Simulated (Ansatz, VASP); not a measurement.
## Two plane-wave programs on PbS (Galena)

```
CELL_PARAMETERS angstrom
0.00000 2.98539 2.98539
2.98539 0.00000 2.98539
2.98539 2.98539 0.00000
ATOMIC_POSITIONS crystal
Pb 0.00000 0.00000 0.00000
S 0.50000 0.50000 0.50000
```

Alike in both runs: task single point; functional PBE; k mesh 8 × 8 × 8; occupations fermi-dirac, width 0.05 eV; no spin polarisation.

```csv
,VASP,Ansatz
version,VASP 6.6.1,Ansatz 0.2.0
potentials or method,"VASP PAW PBE potentials, release 64 (Pb_d, S)",Ansatz PAW soft_1
plane-wave cutoff (eV),520,420
valence electrons in the cell,20,20
```

```tsv
	VASP	Ansatz	Ansatz less VASP
gap on the k mesh at the Fermi level (eV)	0.44	0.44	+0.001
least direct gap on the mesh (eV)	0.44	0.44	+0.001
pressure (GPa)	1.0	1.0	+0.09
```

Caveats: spin-orbit coupling is left out, which as a rule narrows the gap of such compounds by several tenths of an eV.
